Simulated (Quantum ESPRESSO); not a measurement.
SnSe: equation of state with PBEsol

SnSe:

```
CELL_PARAMETERS angstrom
0.00000 3.01000 3.01000
3.01000 0.00000 3.01000
3.01000 3.01000 0.00000
ATOMIC_POSITIONS crystal
Sn 0.00000 0.00000 0.00000
Se 0.50000 0.50000 0.50000
```

Measurements of this composition are mostly on another form, of space group No. 62.

```json
{
 "Program": "Quantum ESPRESSO 7.5",
 "Task": "equation of state",
 "Functional": "PBEsol",
 "Potentials or basis": "PseudoDojo 0.4 FR PBEsol standard",
 "Cutoff": "1170 eV",
 "Density cutoff": "4680 eV",
 "k mesh": "6 × 6 × 6",
 "Occupations": "fermi-dirac, width 0.05 eV",
 "Spin": "spin-orbit coupling, no magnetisation",
 "Mixing beta": "0.5",
 "Most SCF iterations": "120",
 "SCF threshold": "4e-10 Ry"
}
```

The equilibrium volume is 26.13 Å³/atom and the bulk modulus is 57 GPa. The pressure derivative of the bulk modulus is 4.4.

Energy against volume, from the lowest point:
```
volume (Å³/atom)  energy (meV/atom)
          25.635               1.70
          26.180               0.00
          26.725               2.30
          27.271               8.17
          27.816              17.23
          28.362              29.15
          28.907              43.60
```

All runs of the series together: 14 min on 1 thread of Intel(R) Xeon(R) CPU @ 2.80GHz (Skylake/Cascade Lake) (shared host).
